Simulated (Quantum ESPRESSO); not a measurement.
## NaH under changes of volume

One of the cells (14.527 Å³/atom); the others are scaled copies at fixed shape and fractional positions:

```
Na H
1.0
     0.00000    2.44000    2.44000
     2.44000    0.00000    2.44000
     2.44000    2.44000    0.00000
Na H
1 1
Direct
  0.00000 0.00000 0.00000
  0.50000 0.50000 0.50000
```

```yaml
Program: Quantum ESPRESSO 7.5
Functional: LDA
Potentials_or_basis: GBRV 1.5 LDA
Cutoff: 612 eV
Density_cutoff: 4898 eV
k_mesh: 9 × 9 × 9
Occupations: fermi-dirac, width 0.05 eV
Spin: no spin polarisation
```

```csv
volume (Å³/atom),energy over the lowest point (meV/atom),pressure (GPa),gap on the mesh (eV)
13.655,0.00,-1.4,3.78
13.946,2.82,-1.8,3.74
14.236,?,?,?
14.527,10.68,-2.6,3.67
14.817,15.60,-2.9,3.63
15.108,21.08,-3.2,3.60
15.398,27.05,-3.5,3.57
```

Task: What does the run at 14.236 Å³/atom give?

Result: Energy over the lowest point 6.39 meV/atom; pressure -2.2 GPa; gap on the mesh 3.70 eV.

Worked out: A Birch-Murnaghan fit of order 3 (a polynomial in V^(-2/3)) to the other rows has no minimum within the range. It gives 6.40 meV/atom at 14.236 Å³/atom, against the run's 6.39, and -dE/dV = -2.2 GPa, against -2.2. A straight line through the other rows of the gap, of slope -1.76 eV per unit of ln V, gives 3.70 eV, against the run's 3.70.

Energies are extrapolated to zero smearing.

Caveats: an odd mesh through Γ misses points on the zone boundary, where band edges often lie.
